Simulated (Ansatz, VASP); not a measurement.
# InAs in two plane-wave programs

Aim: how closely do two programs agree when they are given the same cell, functional and k mesh? Of the first pair: The cell is taken from a series of runs on this material, whose earlier steps may have relaxed, scaled, displaced or heated it; both programs get it as it stands.

Program: Ansatz 0.2.0. Level of theory: plane waves, with VASP 6.6.1 beside it; relaxation of cell and atoms at LDA and single point at LDA. Results are calculated unless marked as measured.

## (1) Set-up

Symmetry: F-43m, No. 216, cubic system. Conventional cell: a = 6.026 Å, b = 6.026 Å, c = 6.026 Å, α = 90.00°, β = 90.00°, γ = 90.00°. Nearest to As lie 4 In at 2.61 Å. Nearest to In lie 4 As at 2.61 Å. Farther neighbours are not listed.

As a file:

```cif
data_structure
_symmetry_space_group_name_H-M 'P 1'
_symmetry_Int_Tables_number 1
_cell_length_a 4.2609
_cell_length_b 4.2609
_cell_length_c 4.2609
_cell_angle_alpha 60.000
_cell_angle_beta 60.000
_cell_angle_gamma 60.000
_cell_volume 54.70
loop_
_atom_site_label
_atom_site_type_symbol
_atom_site_fract_x
_atom_site_fract_y
_atom_site_fract_z
_atom_site_occupancy
As1 As 0.75000 0.75000 0.75000 1
In2 In 0.00000 0.00000 0.00000 1
```

## (2) Ansatz: relaxation of cell and atoms, LDA, pair 1

Ansatz runs on its PAW soft_1 files.

The relaxed volume is the usual yardstick between codes: in a stiff, nearly cubic crystal its relative difference is about their pressure difference at one cell divided by the bulk modulus.

The input, input.yaml:

```yaml
crystal:
  lattice:
    - [0.0, 3.0129116482, 3.0129116482]
    - [3.0129116482, 0.0, 3.0129116482]
    - [3.0129116482, 3.0129116482, 0.0]
  atoms:
    - { symbol: As, position: [0.75, 0.75, 0.75] }
    - { symbol: In, position: [0.0, 0.0, 0.0] }
kpoints:
  mp_grid: { grid: [12, 12, 12] }
hamiltonian:
  xc: lda
  pseudopotentials: { kind: paw, azcp: { folder: soft_1 }, xc_functional: pbe }
scf:
  occupations: { method: methfessel_paxton, width: 0.2 }
output:
  forces: true
  stress: true
  eigenvalues: true
relax:
  adjacent_minimum: "off"
  f_tol: 0.001
  max_steps: 60
  cell: { stress_tol: 0.01 }
```

On the command line:

```
$ ansatz run input.yaml --threads 4 --pin off --max-ram 10240MiB --backend cpu --events-out ev --progress --plain --runs-dir out
```

Numbers of over 12 decimals in the logs are rounded to 6 here.

Log:

```text
Engine: ansatz 0.2.0, aarch64-unknown-linux-gnu
Pseudopotentials: kind: paw
Pseudopotential: As, paw, valence charge 15, recommended cutoff 420 eV (normal), soft_1/As.paw.azcp
Pseudopotential: In, paw, valence charge 13, recommended cutoff 420 eV (normal), soft_1/In.paw.azcp
Functional definition: SPW92
  exchange = slater_x
  correlation = pw_c
Crystal: 2 atoms, lattice volume = 54.700 Å³
Basis set: ecut = 420 eV, 1067 PW (Γ)
Bands: 18, of which v1, the nominal top of the filled ones, is band 14 counted from 1 (13 counted from 0)
Symmetry: 24 space group operations
Space group: F-43m (ITA 216), of the structure as read, at distance tolerance 3.8e-5 Å
k-points: 72 of 1728 (time reversal used)
Non-local potential: As, projectors of the file, l = 0: 2, l = 1: 2, l = 2: 3, l = 3: 1
Non-local potential: In, projectors of the file, l = 0: 2, l = 1: 2, l = 2: 2, l = 3: 1
PAW form: soft (Blöchl's): semilocal exchange-correlation on the pseudo side does not see the compensation charge
PAW frozen core: As, regenerated for the run's functional, and the local potential with it (the file was generated under x = pbe(κ = 0.804, μ = 0.219515), c = pbe(β = 0.066725))
PAW frozen core: In, regenerated for the run's functional, and the local potential with it (the file was generated under x = pbe(κ = 0.804, μ = 0.219515), c = pbe(β = 0.066725))
PAW one-centre angular grid: As, 590 points (default); XC on 64 Gauss nodes
PAW one-centre angular grid: In, 590 points (default); XC on 64 Gauss nodes
Initial density: superposition of atomic densities (chi_scale 0.1, normalization cell, long waves kept (reshape's long-wave potential 0.00 eV rms))
Initial wavefunctions: pseudopotential atomic-orbital guess
Functional: x = slater, c = lda
SCF iter   1: F=—  HF=-10231.430184 eV  |F-HF|=—  |Δ(HF+E_count)|=         —  Δρ=2.81e-2  dr2=3.84e-1  ethr=3.10e-3  ⟨swp⟩=5.2  Hψ=6598  notcnv=0
preconditioner: auto → none  [insulator: Δε(μ)=0.815 eV  Ē_g=14.709 eV  σ=0.200 eV  W_gap=0.68  n_scr=14 (ndim 8)  ℏωp=21.3 eV  f_vac=0.006  D(μ)=0.06/eV (n_scr^D=0)  ε∞_Penn≈3.1]
SCF iter   2: F=—  HF=-10231.320030 eV  |F-HF|=—  |Δ(HF+E_count)|=   1.10e-1  S|Δr|=    0.00e0  Δρ=1.24e-2  dr2=6.26e-2  ethr=1.37e-3  ⟨swp⟩=2.0  Hψ=2142  notcnv=0
SCF iter   3: F=—  HF=-10231.305355 eV  |F-HF|=—  |Δ(HF+E_count)|=   1.47e-2  S|Δr|=    0.00e0  Δρ=2.49e-3  dr2=7.53e-3  ethr=2.23e-4  ⟨swp⟩=2.6  Hψ=2348  notcnv=0
SCF iter   4: F=—  HF=-10231.302139 eV  |F-HF|=—  |Δ(HF+E_count)|=   3.22e-3  S|Δr|=    0.00e0  Δρ=6.55e-4  dr2=1.13e-4  ethr=2.69e-5  ⟨swp⟩=2.0  Hψ=2305  notcnv=0
SCF iter   5: F=—  HF=-10231.302164 eV  |F-HF|=—  |Δ(HF+E_count)|=   2.49e-5  S|Δr|=    0.00e0  Δρ=1.73e-4  dr2=5.62e-6  ethr=4.03e-7  ⟨swp⟩=3.0  Hψ=2305  notcnv=0
SCF iter   6: F=—  HF=-10231.302167 eV  |F-HF|=—  |Δ(HF+E_count)|=   3.82e-6  S|Δr|=    0.00e0  Δρ=1.19e-5  dr2=3.20e-8  ethr=3.57e-10  ⟨swp⟩=4.7  Hψ=6989  notcnv=0
SCF iter   7: F=-10231.302167 eV  HF=-10231.302167 eV  |F-HF|=2.00e-8  |Δ(HF+E_count)|=   2.18e-8  S|Δr|=    0.00e0  Δρ=5.29e-6  dr2=1.39e-8  ethr=1.14e-10  ⟨swp⟩=4.4  Hψ=4927  notcnv=0
SCF 1 converged in 7 iterations: F = -10231.302167 eV  dr2 = 1.39e-8
  greatest PAW one-centre occupation: 0.999 electrons in one spin orbital (limit 2), on the As atom at site 0 (counted from 0), in its partial waves of l = 2
relax step   1: F+E_penalty+E_count = -10231.30216737 eV  Δ(F+E_penalty+E_count) = +0.000e0 eV  max|allowed force component| = 1.272e-16 eV/Å  Δτ_max = 0.0000 Å  P = -0.003 GPa  Ω = 54.700 Å³  (7 SCF iters, dr2 threshold 1.00e-7 eV, accepted)
Initial density: handed on by an earlier stage of this run
Initial wavefunctions: pseudopotential atomic-orbital guess (no wavefunctions were taken with the density)
iter 1 solved again at ethr=4.39e-8 eV; its pass at ethr=3.10e-3 eV (dr2=1.23e-5 eV) is discarded
SCF iter   1: F=—  HF=-10231.302167 eV  |F-HF|=—  |Δ(HF+E_count)|=         —  Δρ=5.29e-6  dr2=1.40e-8  ethr=4.39e-8  ⟨swp⟩=3.0  Hψ=10121  notcnv=0
preconditioner: auto → none  [insulator: Δε(μ)=0.722 eV  Ē_g=14.671 eV  σ=0.200 eV  W_gap=0.68  n_scr=14 (ndim 8)  ℏωp=21.3 eV  f_vac=0.086  D(μ)=0.05/eV (n_scr^D=0)  ε∞_Penn≈3.1]
SCF iter   2: F=—  HF=-10231.302167 eV  |F-HF|=—  |Δ(HF+E_count)|=   3.06e-8  S|Δr|=    0.00e0  Δρ=5.97e-7  dr2=1.53e-10  ethr=4.99e-11  ⟨swp⟩=2.2  Hψ=2323  notcnv=0
SCF iter   3: F=—  HF=-10231.302167 eV  |F-HF|=—  |Δ(HF+E_count)|=  5.82e-11  S|Δr|=    0.00e0  Δρ=2.60e-7  dr2=1.07e-11  ethr=5.48e-13 (applied; sched 1.00e-12)  ⟨swp⟩=2.0  Hψ=1951  notcnv=0
SCF iter   4: F=—  HF=-10231.302167 eV  |F-HF|=—  |Δ(HF+E_count)|=  3.64e-12  S|Δr|=    0.00e0  Δρ=9.24e-8  dr2=2.92e-12  ethr=1.00e-12  ⟨swp⟩=5.3  Hψ=5581  notcnv=0
SCF iter   5: F=-10231.302167 eV  HF=-10231.302167 eV  |F-HF|=1.82e-12  |Δ(HF+E_count)|=  1.82e-12  S|Δr|=    0.00e0  Δρ=1.21e-8  dr2=2.78e-14  ethr=1.00e-12  ⟨swp⟩=5.0  Hψ=4895  notcnv=0
SCF 2 converged in 5 iterations: F = -10231.302167 eV  dr2 = 2.78e-14
relax step   2: F+E_penalty+E_count = -10231.30216738 eV  Δ(F+E_penalty+E_count) = -1.048e-8 eV  max|allowed force component| = 1.162e-16 eV/Å  Δτ_max = 0.0000 Å  P = -0.003 GPa  Ω = 54.700 Å³  stress off target by 2.73e-3 GPa  SCF on the basis re-selected at this cell (its energy is not comparable with the rows above)  (5 SCF iters)
basis re-selected at this cell: Δ(F+E_penalty+E_count) = -1.048e-8 eV, ΔP = -0.000 GPa vs the last step (what re-selecting the basis moved, of the pressure what is left beyond the Pulay correction that the steps carried, after the strain that the cell walked since its last selection, with what the two solves' SCF thresholds leave and, on support functions, any second-order correction that the steps lacked; it is no m [...]
SCF converged after 5 iterations
Stability not checked: this state was not tested for a lower state beside it, because cold or Methfessel-Paxton smearing, or corrected tetrahedra, fill the levels in a way that the test cannot read (fill_not_monotonic; see scf.lower_state_search)
Free energy (F): -10231.302167 eV
Harris-Foulkes:  -10231.302167 eV  (|F-HF|=1.82e-12)
Internal energy: -10231.302564 eV  (E = F + TS)
E sigma→0 (E₀):  -10231.302266 eV
Entropy (-TS):   0.000396 eV (0.198 meV/atom)
Fermi energy:    7.541920 eV
Step filling:    the computed levels leave a gap of 0.0000 eV = 0.0 smearing widths at the electron count; against every level under it full and every level over it empty, smearing changes F+E_penalty+E_count by +0.162 meV and its σ→0 estimate by +0.063 meV
--- Per-component energies (eV) ---
  E_band       = -323.910210
  E_kinetic    = 318.611864
  E_local      = -3471.972248  (includes V_loc(G=0)·N_el)
  E_nonlocal   = -59.464420
  E_hartree    = 1725.486165
  E_xc         = -212.397175
  E_vxc        = -164.759299  (∫ρ·V_xc dr)
  E_paw        = -6001.858107  (= ΣΔE_a)
  E_vpaw       = -397.298520  (= ΣTr[D̂ρ^β])
  E_aug_tail   = 0.000082  (compensation charges beyond the density's cutoff)
  E_ewald      = -2532.068489
  E_core_change = 2.359764  (= ΣΔE_core)
  E_smearing   = 0.000396  (= −TS)
  E_closure    = -0.000000  (closes the sum)
  Σ components = -10231.302167   (vs F -10231.302167, Δ=0.00e0)
--- Forces (eV/Å), atoms counted from 1 ---
  atom   1  As     0.00000000    -0.00000000     0.00000000
  atom   2  In    -0.00000000     0.00000000    -0.00000000
  max |Σ_I F_I| component: 2.12e-16 eV/Å
--- Stress (GPa, compression-positive) ---
       -0.002726      -0.000000      -0.000000
       -0.000000      -0.002726       0.000000
       -0.000000       0.000000      -0.002726
  P = ⅓ Tr σ = -0.0027 GPa (-0.027 kbar)
--- Band table (eV; the first three rows and the last of 72) ---
  k-point 0: bands = [... 10 lower, -4.5071, 7.1124, 7.4992, 7.4992, 7.4992, 11.3397, 11.3397, 11.3397]
  k-point 1: bands = [... 10 lower, -4.4325, 6.1301, 7.4047, 7.4047, 8.2212, 11.3622, 11.4776, 11.4776]
  k-point 2: bands = [... 10 lower, -4.2171, 4.8972, 7.1760, 7.1760, 8.6237, 11.7281, 11.7919, 11.7919]
  k-point 71: bands = [... 10 lower, -2.3913, 1.6729, 4.4769, 4.5506, 11.6601, 11.7171, 12.3976, 13.4863]
--- Relaxed structure (1 steps of the walk, 1 accepted, 1 SCFs on fresh bases) ---
  F+E_penalty+E_count = -10231.30216738 eV   max|allowed force component| = 1.162e-16 eV/Å   (the final SCF, on the basis selected at the relaxed cell)
  cell:  # Å, volume = 54.7002 Å³
    - [0.0, 3.0129116482, 3.0129116482]
    - [3.0129116482, 0.0, 3.0129116482]
    - [3.0129116482, 3.0129116482, 0.0]
  atoms:
    - { symbol: As, position: [0.750000, 0.750000, 0.750000] }
    - { symbol: In, position: [0.0, 0.0, 0.0] }
```

The column dr2 measures how far the density is from self-consistency, as an energy; F and HF (Harris–Foulkes) agree once it is small.

## (3) VASP: relaxation of cell and atoms, LDA, pair 1

The same cell, functional (in two slightly different forms), mesh and smearing now go to VASP, with its own data sets.

Lines of VASP's logs that name or quote its potential files are left out, and so is its time.

The input, INCAR:

```
SYSTEM = InAs
PREC = Accurate
ENCUT = 500
EDIFF = 1E-07
NELM = 120
ISMEAR = 1
SIGMA = 0.2
LREAL = .FALSE.
ALGO = Normal
GGA = CA
NBANDS = 15
LORBIT = 11
LWAVE = .FALSE.
LCHARG = .FALSE.
ISIF = 3
IBRION = 2
NSW = 80
EDIFFG = -0.005
LASPH = .TRUE.
GGA_COMPAT = .FALSE.
NELMIN = 4
KPAR = 2
```

The input, POSCAR:

```
InAs
1.0
    0.0000000000      3.0129120000      3.0129120000
    3.0129120000      0.0000000000      3.0129120000
    3.0129120000      3.0129120000      0.0000000000
As In
1 1
Direct
    0.7499998340      0.7499998340      0.7499998340
    0.0000000000      0.0000000000      0.0000000000
```

The input, KPOINTS:

```
Automatic mesh
0
Gamma
12 12 12
0 0 0
```

The projector-augmented-wave data sets are As and In_d (LDA family, release 64).

On the command line:

```
$ mpirun -np 2 vasp_std
```

Log:

```text
[banner, memory and clock lines left out]
running    2 mpi-ranks, on    1 nodes
 distrk:  each k-point on    1 cores,    2 groups
 distr:  one band on    1 cores,    1 groups

 POSCAR found type information on POSCAR AsIn
 POSCAR found :  2 types and       2 ions
 LDA part: xc-table for (Slater(with rela. corr.)+CA(PZ))
 , standard interpolation
 POSCAR, INCAR and KPOINTS ok, starting setup
 FFT: planning ... GRIDC
 FFT: planning ... GRID_SOFT
 FFT: planning ... GRID
 WAVECAR not read
 entering main loop
       N       E                     dE             d eps       ncg     rms          rms(c)
DAV:   1     0.112355734949E+03    0.11236E+03   -0.81587E+03  2174   0.126E+03
DAV:   2    -0.136244333951E+01   -0.11372E+03   -0.10908E+03  2293   0.305E+02
DAV:   3    -0.913797213634E+01   -0.77755E+01   -0.77313E+01  2832   0.803E+01
DAV:   4    -0.933809450801E+01   -0.20012E+00   -0.20007E+00  2622   0.144E+01
DAV:   5    -0.934712191377E+01   -0.90274E-02   -0.90272E-02  3365   0.264E+00    0.477E+00
DAV:   6    -0.907227135873E+01    0.27485E+00   -0.38372E-01  3394   0.112E+01    0.263E+00
DAV:   7    -0.903305100693E+01    0.39220E-01   -0.11168E-01  3101   0.315E+00    0.687E-01
DAV:   8    -0.902965999584E+01    0.33910E-02   -0.11892E-02  2882   0.134E+00    0.228E-01
DAV:   9    -0.902954707919E+01    0.11292E-03   -0.77868E-04  2777   0.253E-01    0.144E-01
DAV:  10    -0.902956944797E+01   -0.22369E-04   -0.11657E-04  3373   0.186E-01    0.714E-02
DAV:  11    -0.902957301993E+01   -0.35720E-05   -0.34869E-05  3314   0.115E-01    0.483E-02
DAV:  12    -0.902957067912E+01    0.23408E-05   -0.49008E-06  3172   0.298E-02    0.695E-03
DAV:  13    -0.902957072836E+01   -0.49241E-07   -0.67815E-07  2783   0.487E-03
   1 F= -.90295707E+01 E0= -.90297027E+01  d E =-.902957E+01
 curvature:   0.00 expect dE= 0.000E+00 dE for cont linesearch  0.000E+00
 trial: gam= 0.00000 g(F)=  0.668E-40 g(S)=  0.195E-03 ort = 0.000E+00 (trialstep = 0.100E+01)
 search vector abs. value=  0.195E-03
 bond charge predicted
       N       E                     dE             d eps       ncg     rms          rms(c)
DAV:   1    -0.903196896702E+01   -0.23983E-02   -0.55371E-02  2748   0.470E+00    0.314E-01
DAV:   2    -0.902996958706E+01    0.19994E-02   -0.40046E-03  2706   0.148E+00    0.108E-01
DAV:   3    -0.902964514408E+01    0.32444E-03   -0.92441E-04  2790   0.644E-01    0.690E-02
DAV:   4    -0.902964394116E+01    0.12029E-05   -0.42904E-05  2342   0.600E-02    0.524E-02
DAV:   5    -0.902963569728E+01    0.82439E-05   -0.46759E-06  2645   0.215E-02    0.228E-02
DAV:   6    -0.902963456962E+01    0.11277E-05   -0.19288E-06  3324   0.154E-02    0.292E-03
DAV:   7    -0.902963454524E+01    0.24381E-07   -0.20998E-07  2237   0.768E-03
   2 F= -.90296345E+01 E0= -.90297679E+01  d E =-.638169E-04
 trial-energy change:   -0.000064  1 .order   -0.000060   -0.000195    0.000075
 step:   0.7387(harm=  0.7233)  dis= 0.00000  next Energy=    -9.029644 (dE=-0.735E-04)
 bond charge predicted
       N       E                     dE             d eps       ncg     rms          rms(c)
DAV:   1    -0.902980590345E+01   -0.17133E-03   -0.37823E-03  2741   0.122E+00    0.826E-02
DAV:   2    -0.902966865530E+01    0.13725E-03   -0.27618E-04  2699   0.392E-01    0.282E-02
DAV:   3    -0.902964663976E+01    0.22016E-04   -0.62358E-05  2769   0.168E-01    0.181E-02
DAV:   4    -0.902964654670E+01    0.93057E-07   -0.29002E-06  2356   0.156E-02    0.137E-02
DAV:   5    -0.902964599155E+01    0.55515E-06   -0.31751E-07  2412   0.562E-03    0.577E-03
DAV:   6    -0.902964591487E+01    0.76677E-07   -0.87111E-08  1907   0.403E-03
   3 F= -.90296459E+01 E0= -.90297789E+01  d E =-.751865E-04
 curvature:  -0.36 expect dE=-0.190E-07 dE for cont linesearch -0.190E-07
 trial: gam= 0.00000 g(F)=  0.341E-40 g(S)=  0.528E-07 ort =-0.321E-05 (trialstep = 0.948E+00)
 search vector abs. value=  0.529E-07
 reached required accuracy - stopping structural energy minimisation
```

Parts of OUTCAR (step 3):

```text
ion  position               nearest neighbor table
   1  0.750  0.750  0.750-   2 2.61   2 2.61   2 2.61   2 2.61
   2  0.000  0.000  0.000-   1 2.61   1 2.61   1 2.61   1 2.61

  LATTYP: Found a face centered cubic cell.
 ALAT       =     6.0258240000

 Subroutine GETGRP returns: Found 24 space group operations
 (whereof 24 operations were pure point group operations)

The static configuration has the point symmetry T_d .

 Found     72 irreducible k-points:

   k-points           NKPTS =     72   k-points in BZ     NKDIM =     72   number of bands    NBANDS=     15

   dimension x,y,z NGX =    32 NGY =   32 NGZ =   32
   dimension x,y,z NGXF=    64 NGYF=   64 NGZF=   64

   ENCUT  =  500.0 eV  36.75 Ry    6.06 a.u.   7.77  7.77  7.77*2*pi/ulx,y,z

   NELECT =      18.0000    total number of electrons

 k-points in reciprocal lattice and weights: Automatic mesh
   0.00000000  0.00000000  0.00000000       0.001
   0.08333333  0.00000000  0.00000000       0.005
   0.16666667  0.00000000  0.00000000       0.005
   0.25000000  0.00000000  0.00000000       0.005
   0.33333333  0.00000000  0.00000000       0.005
   0.41666667  0.00000000  0.00000000       0.005
   0.50000000  0.00000000  0.00000000       0.002
   0.08333333  0.08333333  0.00000000       0.003
   0.16666667  0.08333333  0.00000000       0.014
[...]
-0.33333333  0.50000000  0.16666667       0.007
  -0.25000000  0.50000000  0.25000000       0.003

 average (electrostatic) potential at core
       1 -53.0444       2 -96.0437

 E-fermi :   4.4595

 k-point     1 :       0.0000    0.0000    0.0000
  band No.  band energies     occupation
    ...
      6      -7.5480      2.00000
      7       4.0620      2.01663
      8       4.4168      1.35241
      9       4.4168      1.35241
     10       4.4168      1.35232
     11       8.2435     -0.00000
     12       8.2435     -0.00000
     13       8.2435     -0.00000
     14      11.7265      0.00000
     15      14.1551      0.00000

 k-point     2 :       0.0833    0.0000    0.0000
  band No.  band energies     occupation
    ...
      5      -9.8242      2.00000
      6      -7.4737      2.00000
      7       3.0661      2.00000
      8       4.3224      1.90933
      9       4.3224      1.90929
     10       5.1523     -0.00001
     11       8.2683     -0.00000
     12       8.3811     -0.00000
     13       8.3811     -0.00000
     14      12.1707      0.00000
    ...

 k-point     3 :       0.1667    0.0000    0.0000
  band No.  band energies     occupation
    ...
      5      -9.8241      2.00000
      6      -7.2593      2.00000
      7       1.8319      2.00000
      8       4.0939      2.02677
      9       4.0940      2.02678
     10       5.5552     -0.00000
     11       8.6382      0.00000
     12       8.6948      0.00000
     13       8.6948      0.00000
     14      12.8281      0.00000
    ...

  Total       -0.0008539     -0.0008539     -0.0008539      0.0000000     -0.0000000     -0.0000000
  in kB       -0.0249430     -0.0249430     -0.0249430      0.0000000     -0.0000000     -0.0000000
  external PRESSURE =      -0.0249430 kB  Pullay stress =       0.0000000 kB

  energy-cutoff  :      500.00
  volume of cell :       54.85
      direct lattice vectors                 reciprocal lattice vectors
     0.000000000  3.015699531  3.015699531    -0.165799011  0.165799011  0.165799011
     3.015699531  0.000000000  3.015699531     0.165799011 -0.165799011  0.165799011
     3.015699531  3.015699531 -0.000000000     0.165799011  0.165799011 -0.165799011

 POSITION                                       TOTAL-FORCE (eV/Angst)
 -----------------------------------------------------------------------------------
      4.52355      4.52355      4.52355        -0.000000     -0.000000     -0.000000
      0.00000      0.00000      0.00000         0.000000      0.000000      0.000000
 -----------------------------------------------------------------------------------
    total drift:                                0.000178      0.000178      0.000179

  FREE ENERGIE OF THE ION-ELECTRON SYSTEM (eV)
  ---------------------------------------------------
  free  energy   TOTEN  =        -9.0296459149 eV

  energy  without entropy=       -9.0300448398  energy(sigma->0) =       -9.02977889

 reached required accuracy - stopping structural energy minimisation

 total charge
# of ion       s       p       d       tot
------------------------------------------
    1        1.229   1.568   0.023   2.820
    2        0.865   0.751   9.886  11.502
--------------------------------------------------
tot          2.093   2.320   9.909  14.322

[... 3 further parts left out ...]
```

CONTCAR:

```
InAs
   1.00000000000000
     0.0000000000000000    3.0156995312635306    3.0156995312635306
     3.0156995312635306    0.0000000000000000    3.0156995312635306
     3.0156995312635306    3.0156995312635306   -0.0000000000000000
  As              In
     1     1
Direct
     0.7499998340000005    0.7499998340000005    0.7499998340000005
     0.0000000000000000    0.0000000000000000    0.0000000000000000
```

The run keeps the 24 symmetry operations of its start, so it cannot find a distortion of lower symmetry.

## (4) Differences

Known differences besides the potentials themselves: the two LDA forms differ slightly; the data sets hold 28 valence electrons in Ansatz (on its PAW soft_1 files) and 18 in VASP; the cutoff is 420 eV in Ansatz and 500 eV in VASP; VASP's log shows a relativistic correction to its local exchange, Ansatz's none; Ansatz adds a Pulay correction to the stress that steers its cell, VASP none. Total energies have different zeros and are not compared.

The two programs side by side:

| quantity | Ansatz | VASP | difference |
| --- | --- | --- | --- |
| volume (Å³) | 54.70 | 54.85 | -0.28 % |
| edge a after relaxation, in the typed setting (Å) | 4.261 | 4.265 | -0.09 % |

(Part 1 of 2 ends here.)

[Lines on the potential files, build, host, timing and source positions are cut from VASP's logs without a mark.]

[Logs are printed without paths, hosts, clocks, repeated set-up lines and the standing remarks that a program may print on its own settings, such as how far it seeks lower states.]

[Hosts, paths, dates, database ids (printed as entryN), source tags and the programs' standing remarks are cut or masked in the printed files.]
